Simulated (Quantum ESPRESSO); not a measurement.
# NbP (I4_1md) in Quantum ESPRESSO: further runs

One crystal, NbP, is run at these levels: r2SCAN; tasks: band structure, single point, equation of state.

All numbers are computed with Quantum ESPRESSO 7.5; they aren't measurements. Logs are shortened: lines on timing, memory, paths and dates and some standing lists are left out, and cuts for length are marked.

## 1. Starting point

The structure is tetragonal, space group I4_1md (No. 109). The conventional cell has a = 3.350 Å, b = 3.350 Å, c = 11.480 Å, α = 90.00°, β = 90.00°, γ = 90.00°. Around Nb (site symmetry 2mm) lie 6 P at 2.55 Å. P (site symmetry 2mm) is surrounded by 6 Nb at 2.55 Å.

The cell is a database's computed one.

## 2. Band structure, r2SCAN

pw.in reads:

```
&CONTROL
  calculation = 'scf'
  prefix = 'pwscf'
  outdir = './tmp'
  pseudo_dir = './pseudo'
  tprnfor = .true.
  tstress = .true.
  disk_io = 'low'
/
&SYSTEM
  ibrav = 0
  celldm(1) = 8
  nat = 4
  ntyp = 2
  ecutwfc = 70
  nbnd = 26
  input_dft = 'r2scan'
  occupations = 'smearing'
  smearing = 'fd'
  degauss = 0.00367493
  nosym = .true.
/
&ELECTRONS
  conv_thr = 1d-08
  electron_maxstep = 120
  mixing_beta = 0.5
/
ATOMIC_SPECIES
Nb    92.9064 Nb_ONCV_PBE-1.2.upf
P     30.9738 P_ONCV_PBE-1.2.upf
CELL_PARAMETERS alat
 -0.3956432788229   0.3956432788229   1.3559040472720
  0.3956432788229  -0.3956432788229   1.3559040472720
  0.3956432788229   0.3956432788229  -1.3559040472720
ATOMIC_POSITIONS crystal
Nb     0.2498808000    0.7498808000    0.5000000000
Nb     0.4998808000    0.4998808000    0.0000000000
P      0.8327477700    0.3327477700    0.5000000000
P      0.0827477700    0.0827477700    0.0000000000
K_POINTS automatic
7 7 7 0 0 0
```

bands.in reads:

```
&CONTROL
  calculation = 'bands'
  prefix = 'pwscf'
  outdir = './tmp'
  pseudo_dir = './pseudo'
  disk_io = 'low'
  verbosity = 'high'
/
&SYSTEM
  ibrav = 0
  celldm(1) = 8
  nat = 4
  ntyp = 2
  ecutwfc = 70
  nbnd = 26
  input_dft = 'r2scan'
  occupations = 'smearing'
  smearing = 'fd'
  degauss = 0.00367493
  nosym = .true.
/
&ELECTRONS
  conv_thr = 1d-08
  electron_maxstep = 120
  mixing_beta = 0.5
  diago_full_acc = .true.
  startingwfc = 'random'
/
ATOMIC_SPECIES
Nb    92.9064 Nb_ONCV_PBE-1.2.upf
P     30.9738 P_ONCV_PBE-1.2.upf
CELL_PARAMETERS alat
 -0.3956432788229   0.3956432788229   1.3559040472720
  0.3956432788229  -0.3956432788229   1.3559040472720
  0.3956432788229   0.3956432788229  -1.3559040472720
ATOMIC_POSITIONS crystal
Nb     0.2498808000    0.7498808000    0.5000000000
Nb     0.4998808000    0.4998808000    0.0000000000
P      0.8327477700    0.3327477700    0.5000000000
P      0.0827477700    0.0827477700    0.0000000000
K_POINTS crystal
60
 0.0000000000  0.0000000000  0.0000000000 1
-0.0555555556  0.0555555556  0.0000000000 1
-0.1111111111  0.1111111111  0.0000000000 1
-0.1666666667  0.1666666667  0.0000000000 1
-0.2222222222  0.2222222222  0.0000000000 1
-0.2777777778  0.2777777778  0.0000000000 1
-0.3333333333  0.3333333333  0.0000000000 1
-0.3888888889  0.3888888889  0.0000000000 1
-0.4444444444  0.4444444444  0.0000000000 1
-0.5000000000  0.5000000000  0.0000000000 1
-0.5000000000  0.5000000000 -0.0425715708 1
-0.4618809642  0.4618809642 -0.0806906066 1
-0.4237619285  0.4237619285 -0.1188096423 1
-0.3856428927  0.3856428927 -0.1569286781 1
-0.3475238569  0.3475238569 -0.1950477139 1
-0.3094048212  0.3094048212 -0.2331667496 1
-0.2712857854  0.2712857854 -0.2712857854 1
-0.2325306732  0.2325306732 -0.2325306732 1
-0.1937755610  0.1937755610 -0.1937755610 1
-0.1550204488  0.1550204488 -0.1550204488 1
-0.1162653366  0.1162653366 -0.1162653366 1
-0.0775102244  0.0775102244 -0.0775102244 1
-0.0387551122  0.0387551122 -0.0387551122 1
 0.0000000000  0.0000000000  0.0000000000 1
 0.1250000000  0.1250000000 -0.1250000000 1
 0.2500000000  0.2500000000 -0.2500000000 1
 0.3750000000  0.3750000000 -0.3750000000 1
 0.5000000000  0.5000000000 -0.5000000000 1
 0.4618809642  0.5381190358 -0.5381190358 1
 0.4237619285  0.5762380715 -0.5762380715 1
 0.3856428927  0.6143571073 -0.6143571073 1
 0.3475238569  0.6524761431 -0.6524761431 1
 0.3094048212  0.6905951788 -0.6905951788 1
 0.2712857854  0.7287142146 -0.7287142146 1
 0.1356428927  0.6143571073 -0.6143571073 1
 0.0000000000  0.5000000000 -0.5000000000 1
-0.0312500000  0.5312500000 -0.4687500000 1
-0.0625000000  0.5625000000 -0.4375000000 1
-0.0937500000  0.5937500000 -0.4062500000 1
-0.1250000000  0.6250000000 -0.3750000000 1
-0.1562500000  0.6562500000 -0.3437500000 1
-0.1875000000  0.6875000000 -0.3125000000 1
-0.2187500000  0.7187500000 -0.2812500000 1
-0.2500000000  0.7500000000 -0.2500000000 1
-0.1037142146  0.8537142146 -0.3750000000 1
 0.0425715708  0.9574284292 -0.5000000000 1
 0.0841559734  0.9158440266 -0.5000000000 1
 0.1257403761  0.8742596239 -0.5000000000 1
 0.1673247788  0.8326752212 -0.5000000000 1
 0.2089091814  0.7910908186 -0.5000000000 1
 0.2504935841  0.7495064159 -0.5000000000 1
 0.2920779867  0.7079220133 -0.5000000000 1
 0.3336623894  0.6663376106 -0.5000000000 1
 0.3752467920  0.6247532080 -0.5000000000 1
 0.4168311947  0.5831688053 -0.5000000000 1
 0.4584155973  0.5415844027 -0.5000000000 1
 0.5000000000  0.5000000000 -0.5000000000 1
-0.5000000000  0.5000000000  0.0000000000 1
-0.3750000000  0.6250000000 -0.1250000000 1
-0.2500000000  0.7500000000 -0.2500000000 1
```

Potentials or basis: SG15 PBE 1.2.

Launch:

```sh
OMP_NUM_THREADS=1 mpirun -n 2 pw.x -nk 2 -in pw.in > pw.out
OMP_NUM_THREADS=1 mpirun -n 2 pw.x -nk 2 -in bands.in > bands.out
```

pw.out:

```text
This program is part of the open-source Quantum ESPRESSO suite
     for quantum simulation of materials; please cite
         "P. Giannozzi et al., J. Phys.:Condens. Matter 21 395502 (2009);
         "P. Giannozzi et al., J. Phys.:Condens. Matter 29 465901 (2017);
         "P. Giannozzi et al., J. Chem. Phys. 152 154105 (2020);
     in publications or presentations arising from this work. More details at

     IMPORTANT: XC functional enforced from input :
     Exchange-correlation= R2SCAN
                           (   0   0   0   0   0 497 498)
     Any further DFT definition will be discarded
     Please, verify this is what you really want

     K-points division:     npool     =       2
     Subspace diagonalization in iterative solution of the eigenvalue problem:
     a serial algorithm will be used

     G-vector sticks info
     --------------------
     sticks:   dense  smooth     PW     G-vecs:    dense   smooth      PW
     Sum        2159    2159    701                34389    34389    6521

     Using Slab Decomposition

     bravais-lattice index     =            0
     lattice parameter (alat)  =       8.0000  a.u.
     unit-cell volume          =     434.6768 (a.u.)^3
     number of atoms/cell      =            4
     number of atomic types    =            2
     number of electrons       =        36.00
     number of Kohn-Sham states=           26
     kinetic-energy cutoff     =      70.0000  Ry
     charge density cutoff     =     280.0000  Ry
     scf convergence threshold =      1.0E-08
     mixing beta               =       0.5000
     number of iterations used =            8  plain     mixing
     Exchange-correlation= R2SCAN
                           (   0   0   0   0   0 497 498)

     celldm(1)=   8.000000  celldm(2)=   0.000000  celldm(3)=   0.000000
     celldm(4)=   0.000000  celldm(5)=   0.000000  celldm(6)=   0.000000

     crystal axes: (cart. coord. in units of alat)
               a(1) = (  -0.395643   0.395643   1.355904 )
               a(2) = (   0.395643  -0.395643   1.355904 )
               a(3) = (   0.395643   0.395643  -1.355904 )

     reciprocal axes: (cart. coord. in units 2 pi/alat)
               b(1) = (  0.000000  1.263765  0.368758 )
               b(2) = (  1.263765  0.000000  0.368758 )
               b(3) = (  1.263765  1.263765  0.000000 )

     PseudoPot. # 1 for Nb read from file:
     Nb_ONCV_PBE-1.2.upf
     Pseudo is Norm-conserving, Zval = 13.0
     Generated using ONCVPSP code by D. R. Hamann
     Using radial grid of  602 points,  6 beta functions with:
                l(1) =   0
                l(2) =   0
                l(3) =   1
                l(4) =   1
                l(5) =   2
                l(6) =   2

     PseudoPot. # 2 for P  read from file:
     P_ONCV_PBE-1.2.upf
     Pseudo is Norm-conserving, Zval =  5.0
     Generated using ONCVPSP code by D. R. Hamann
     Using radial grid of  602 points,  4 beta functions with:
                l(1) =   0
                l(2) =   0
                l(3) =   1
                l(4) =   1

     atomic species   valence    mass     pseudopotential
     Nb               13.00    92.90640     Nb( 1.00)
     P                 5.00    30.97380     P ( 1.00)

     No symmetry found

   Cartesian axes

     site n.     atom                  positions (alat units)
         1        Nb     tau(   1) = (   0.3956433  -0.0000000   0.6776288  )
         2        Nb     tau(   2) = (   0.0000000  -0.0000000   1.3555808  )
         3        P      tau(   3) = (   0.0000000   0.3956433   0.9023481  )
         4        P      tau(   4) = (   0.0000000  -0.0000000   0.2243961  )

     number of k points=   172  Fermi-Dirac smearing, width (Ry)=  0.0037

     Number of k-points >= 100: set verbosity='high' to print them.

     Dense  grid:    34389 G-vectors     FFT dimensions: (  64,  64,  64)

     WARNING: libxc functional with ID  497 depends
      on external parameters: check the user_guide of
      QE if you need to modify them or to check their
      default values.

[... 6 lines left out ...]

     starting charge      35.7242, renormalised to      36.0000
     Starting wfcs are random

     Self-consistent Calculation

     iteration #  1     ecut=    70.00 Ry     beta= 0.50
     Davidson diagonalization with overlap
     ethr =  1.00E-02,  avg # of iterations = 10.5

     total energy              =    -254.83410865 Ry
     estimated scf accuracy    <      13.56394475 Ry

     iteration #  2     ecut=    70.00 Ry     beta= 0.50
     Davidson diagonalization with overlap
     ethr =  1.00E-02,  avg # of iterations =  1.0

     total energy              =    -254.98899182 Ry
     estimated scf accuracy    <       3.17533164 Ry

     iteration #  3     ecut=    70.00 Ry     beta= 0.50
     Davidson diagonalization with overlap
     ethr =  8.82E-03,  avg # of iterations =  1.0

     total energy              =    -255.00859718 Ry
     estimated scf accuracy    <       0.19738407 Ry

     iteration #  4     ecut=    70.00 Ry     beta= 0.50
     Davidson diagonalization with overlap
     ethr =  5.48E-04,  avg # of iterations =  2.4

     total energy              =    -255.02218168 Ry
     estimated scf accuracy    <       0.00063192 Ry

     iteration #  5     ecut=    70.00 Ry     beta= 0.50
     Davidson diagonalization with overlap
     c_bands:  1 eigenvalues not converged
     c_bands:  1 eigenvalues not converged
     c_bands:  1 eigenvalues not converged
     c_bands:  1 eigenvalues not converged
     c_bands:  1 eigenvalues not converged
     c_bands:  1 eigenvalues not converged
     c_bands:  1 eigenvalues not converged
     ethr =  1.76E-06,  avg # of iterations = 10.5

     total energy              =    -255.02280873 Ry
     estimated scf accuracy    <       0.00149777 Ry

     iteration #  6     ecut=    70.00 Ry     beta= 0.50
     Davidson diagonalization with overlap
     ethr =  1.76E-06,  avg # of iterations =  2.3

     total energy              =    -255.02285760 Ry
     estimated scf accuracy    <       0.00043572 Ry

     iteration #  7     ecut=    70.00 Ry     beta= 0.50
     Davidson diagonalization with overlap
     ethr =  1.21E-06,  avg # of iterations =  1.4

     total energy              =    -255.02288609 Ry
     estimated scf accuracy    <       0.00006400 Ry

     iteration #  8     ecut=    70.00 Ry     beta= 0.50
     Davidson diagonalization with overlap
     ethr =  1.78E-07,  avg # of iterations =  2.0

     total energy              =    -255.02289695 Ry
     estimated scf accuracy    <       0.00001300 Ry

     iteration #  9     ecut=    70.00 Ry     beta= 0.50
     Davidson diagonalization with overlap
     ethr =  3.61E-08,  avg # of iterations =  1.0

     total energy              =    -255.02289697 Ry
     estimated scf accuracy    <       0.00000286 Ry

     iteration # 10     ecut=    70.00 Ry     beta= 0.50
     Davidson diagonalization with overlap
     ethr =  7.94E-09,  avg # of iterations =  1.5

     total energy              =    -255.02289721 Ry
     estimated scf accuracy    <       0.00000001 Ry

     iteration # 11     ecut=    70.00 Ry     beta= 0.50
     Davidson diagonalization with overlap
     ethr =  3.23E-11,  avg # of iterations =  4.0

     End of self-consistent calculation

     Number of k-points >= 100: set verbosity='high' to print the bands.

     the Fermi energy is    14.9997 ev

!    total energy              =    -255.02289723 Ry
     estimated scf accuracy    <          7.9E-09 Ry
     smearing contrib. (-TS)   =      -0.00056330 Ry
     internal energy E=F+TS    =    -255.02233392 Ry

     The total energy is F=E-TS. E is the sum of the following terms:
     one-electron contribution =     -44.41351743 Ry
     hartree contribution      =      39.27983608 Ry
     xc contribution           =     -34.54838510 Ry
     ewald contribution        =    -215.34026748 Ry

     convergence has been achieved in  11 iterations

     Forces acting on atoms (cartesian axes, Ry/au):

     atom    1 type  1   force =     0.00000011   -0.00000007    0.00011553
     atom    2 type  1   force =    -0.00000013   -0.00000000    0.00011784
     atom    3 type  2   force =    -0.00000003    0.00000006   -0.00011712
     atom    4 type  2   force =     0.00000004    0.00000001   -0.00011625

     Total force =     0.000233     Total SCF correction =     0.000091
     SCF correction compared to forces is large: reduce conv_thr to get better values

     Computing stress (Cartesian axis) and pressure

          total   stress  (Ry/bohr**3)                   (kbar)     P=      -18.97
  -0.00013647   0.00000000  -0.00000000          -20.08        0.00       -0.00
   0.00000000  -0.00013644   0.00000000            0.00      -20.07        0.00
  -0.00000000   0.00000000  -0.00011402           -0.00        0.00      -16.77

=------------------------------------------------------------------------------=
   JOB DONE.
=------------------------------------------------------------------------------=
```

It took 22 min on 2 MPI ranks of Arm Neoverse V2, shared host; peak memory 0.58 GiB.

What came out:

```
Free energy            : -3469.7633 eV
Pressure               : -1.9 GPa
Largest force          : 0.003 eV/Å
Band gap on the k mesh : none (metal or under the smearing width)
```

Forces on the atoms (eV/Å):
```
Nb   0.000  0.000  0.003
Nb   0.000  0.000  0.003
P    0.000  0.000 -0.003
P    0.000  0.000 -0.003
```

Levels at the corners of the path, in eV from the Fermi level:
```csv
point,band 15,band 16,band 17,band 18,band 19,band 20,band 21,band 22
Γ,-2.25,-1.82,-1.52,-1.52,0.88,1.67,2.78,3.25
X,-3.11,-3.11,-0.56,-0.56,3.12,3.12,3.20,3.20
Y,-3.08,-3.08,-0.60,-0.60,2.89,2.89,3.29,3.29
S,-2.49,-2.37,-1.58,-0.14,0.08,1.72,2.50,2.83
Γ,-2.25,-1.82,-1.52,-1.52,0.88,1.67,2.78,3.25
Z,-2.77,-2.77,-0.70,-0.70,1.25,1.25,2.42,2.42
S1,-2.49,-2.37,-1.58,-0.14,0.08,1.72,2.50,2.83
N,-2.51,-2.07,-1.61,-0.20,0.09,1.38,2.58,2.77
P,-3.15,-3.15,-0.55,-0.55,3.12,3.12,3.19,3.19
Y1,-3.08,-3.08,-0.60,-0.60,2.89,2.89,3.29,3.29
Z,-2.77,-2.77,-0.70,-0.70,1.25,1.25,2.42,2.42
X,-3.11,-3.11,-0.56,-0.56,3.12,3.12,3.20,3.20
P,-3.15,-3.15,-0.55,-0.55,3.12,3.12,3.19,3.19
```

Caveat: the k mesh is coarse (spacing up to 0.38 Å⁻¹), so the values aren't converged; the potentials were made for another functional, which shifts forces and pressure; some levels on the path didn't converge.

## 3. Single point, r2SCAN, 15.14 Å³/atom

Edit pw.in of step 2 so:

```diff
@@ -7,3 +7,3 @@
   tstress = .true.
-  disk_io = 'low'
+  disk_io = 'nowf'
 /
@@ -11,3 +11,2 @@
   ibrav = 0
-  celldm(1) = 8
   nat = 4
@@ -21,2 +20,5 @@
   nosym = .true.
+  nr1 = 64
+  nr2 = 64
+  nr3 = 64
 /
@@ -30,6 +32,6 @@
 P     30.9738 P_ONCV_PBE-1.2.upf
-CELL_PARAMETERS alat
- -0.3956432788229   0.3956432788229   1.3559040472720
-  0.3956432788229  -0.3956432788229   1.3559040472720
-  0.3956432788229   0.3956432788229  -1.3559040472720
+CELL_PARAMETERS angstrom
+  -1.6407315532    1.6407315532    5.6229302316
+   1.6407315532   -1.6407315532    5.6229302316
+   1.6407315532    1.6407315532   -5.6229302316
 ATOMIC_POSITIONS crystal
@@ -40,2 +42,2 @@
 K_POINTS automatic
-7 7 7 0 0 0
+4 4 4 0 0 0
```

Potentials or basis: SG15 PBE 1.2.

Launch:

```sh
OMP_NUM_THREADS=1 mpirun -n 2 pw.x -nk 2 -in pw.in > pw.out
```

Wall time 3.3 min (2 MPI ranks of Arm Neoverse V2, shared host); peak memory 0.34 GiB.

The run converged. Its results:

```yaml
Free_energy: -3469.5087 eV
Pressure: 12.0 GPa
Largest_force: 0.022 eV/Å
Band_gap_on_the_k_mesh: none (metal or under the smearing width)
```

Caveat: the k mesh is coarse (spacing up to 0.68 Å⁻¹), so the values aren't converged; the potentials were made for another functional, which shifts forces and pressure.

## 4. Single point, r2SCAN, 15.46 Å³/atom

Edit pw.in of step 3 so:

```diff
@@ -33,5 +33,5 @@
 CELL_PARAMETERS angstrom
-  -1.6407315532    1.6407315532    5.6229302316
-   1.6407315532   -1.6407315532    5.6229302316
-   1.6407315532    1.6407315532   -5.6229302316
+  -1.6522863814    1.6522863814    5.6625296365
+   1.6522863814   -1.6522863814    5.6625296365
+   1.6522863814    1.6522863814   -5.6625296365
 ATOMIC_POSITIONS crystal
```

Launch:

```sh
OMP_NUM_THREADS=1 mpirun -n 2 pw.x -nk 2 -in pw.in > pw.out
```

It took 3.5 min on 2 MPI ranks of Arm Neoverse V2, shared host; peak memory 0.36 GiB.

The run converged. Its results:

```yaml
Free_energy: -3469.5878 eV
Pressure: 7.1 GPa
Largest_force: 0.016 eV/Å
Band_gap_on_the_k_mesh: none (metal or under the smearing width)
```

Caveat: the k mesh is coarse (spacing up to 0.67 Å⁻¹), so the values aren't converged; the potentials were made for another functional, which shifts forces and pressure.

(Continued in part 2 of 2.)
